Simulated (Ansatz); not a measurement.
Rows from a G0W0 calculation on K2IBr (ordered model alloy, started on the KBr lattice) (Imma) (Ansatz 0.2.0; G0W0 on LDA, plane waves, PAW; PAW set soft_1; 2×2×2 mesh, 1027 empty bands, screening to 85 eV, PAW set soft_1 files), in eV. Spin-orbit coupling is left out.

| row | Σx | Σc | Vxc | Z |
| --- | --- | --- | --- | --- |
| A | -17.91 | 1.77 | -14.90 | 0.80 |
| B | -4.78 | -3.25 | -9.07 | 0.85 |
| C | -17.79 | 1.73 | -14.84 | 0.80 |
| D | -3.54 | -3.22 | -7.87 | 0.84 |
| E | -17.65 | 1.71 | -14.72 | 0.80 |
| F | -3.54 | -3.21 | -7.86 | 0.84 |

Q: Which rows are filled states and which are empty ones, and how can one tell?

Filled: A, C and E. Empty: B, D and F. The sign of Σc tells: for a filled state bare exchange, which holds its interaction with itself, lies below Vxc (Σx − Vxc is -2.9 eV or lower here) and screening gives part back as a positive Σc. For an empty state Σx lies above Vxc (+4.3 eV or more) and the Coulomb hole leaves Σc negative.

[Runs of the session that timed out or met a known fault of the program may be left out.]

[Cells called generated may have been cut or substituted from an entry of the Crystallography Open Database or the Materials Project.]

[Hosts, paths, dates, database ids (printed as entryN), source tags and the programs' standing remarks are cut or masked in the printed files.]
